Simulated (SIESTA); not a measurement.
InP:

```
In P
1.0
     0.00000    2.93050    2.93050
     2.93050    0.00000    2.93050
     2.93050    2.93050    0.00000
In P
1 1
Cartesian
  0.0000 0.0000 0.0000
  4.3957 4.3957 4.3957
```

Base run:

- Program: SIESTA 5.4.2
- Functional: PBE
- Potentials or basis: PseudoDojo 0.4 standard (PBE files)
- Basis: DZP (energy shift 0.003 Ry; two zetas on semicore shells)
- Grid cutoff: 500 Ry
- Energy shift: 0.003 Ry
- k mesh: 8 × 8 × 8
- Occupations: fermi-dirac, width 0.05 eV
- Spin: no spin polarisation

Its results: band gap on the k mesh 0.86 eV, direct; pressure 3.6 GPa.

Task: The run is repeated on the same cell with these changes: functional from PBE to BLYP. What comes out?

Result: Band gap on the k mesh 0.77 eV, direct; pressure 7.1 GPa.

BLYP binds less tightly than PBE, so the same cell stands under more pressure.

Caveats: spin-orbit coupling is left out, which moves the levels of the heavy elements; the basis of atomic orbitals isn't converged, which shifts pressures, moduli and gaps; the potentials were made for another functional, which shifts forces and pressure (some runs).

Not every run made on this cell is shown here.
